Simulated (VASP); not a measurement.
Set up this calculation in VASP 6.6.1, as the native input.

```
Task                   : relaxation of cell and atoms
Functional             : PBE
Potentials or basis    : VASP PAW PBE potentials, release 64 (Li_sv)
Cutoff                 : 600 eV
k mesh                 : 10 × 10 × 10
Occupations            : fermi-dirac, width 0.05 eV
Spin                   : no spin polarisation
Target pressure        : 10 GPa
Further INCAR settings : ALGO = Normal; EDIFF = 1e-07; IBRION = 2; EDIFFG = -0.01; NSW = 60; ISIF = 3
Target pressure        : 10 GPa
```

The structure of Li lies in POSCAR:

```
Li
1.0
    2.9357600000      0.0000000000      0.0000000000
   -1.4678800000      2.5424500000      0.0000000000
    0.0000000000      0.0000000000      2.7146800000
Li
1
Direct
    0.0000000000      0.0000000000      0.0000000000
```

The cell was built by a generator and needn't be a form met in nature.

The input as run:

INCAR

```
SYSTEM = Li
ALGO = Normal
EDIFF = 1E-7
EDIFFG = -0.01
ENCUT = 600
GGA = PE
IBRION = 2
ISIF = 3
ISMEAR = -1
LASPH = .True.
LCHARG = .False.
LREAL = .False.
LWAVE = .False.
NELM = 80
NSW = 60
PREC = Accurate
PSTRESS = 100
SIGMA = 0.05
```

KPOINTS

```
k-points
0
Gamma
  10 10 10
  0 0 0
```

Potentials or basis: VASP PAW PBE potentials, release 64 (Li_sv).

The run is started by

```console
$ cat potpaw_PBE.64/Li_sv/POTCAR > POTCAR
$ mpirun -np 1 vasp_std > vasp.out
```

It gave:

| Property | Result |
| --- | --- |
| Relaxed volume | 13.50 Å³/atom |
| Relaxed cell | a = 2.589 Å, b = 2.589 Å, c = 2.326 Å, α = 90.00°, β = 90.00°, γ = 120.00° |
| Space group after relaxing (to 0.05 Å) | P6/mmm (No. 191) |
| Energy change on relaxing (the enthalpy is what falls) | +146.1 meV/atom |
| Ionic steps | 7 |
| Pressure after relaxing | 10.0 GPa |
| Band gap on the k mesh | none (metal or under the smearing width) |

Caveat: the cutoff is under 1.25 times the usual one of these potentials, so pressure, stress and relaxed cells hold a basis-set (Pulay) error; the cell is relaxed towards a set pressure, so the enthalpy falls and the energy may rise; the volume moved by over 15 % at a fixed basis, so the end points are rough.

It took 13 s on 1 thread of Intel(R) Xeon(R) 6975P-C (Granite Rapids) (shared host), peak memory 0.13 GiB.
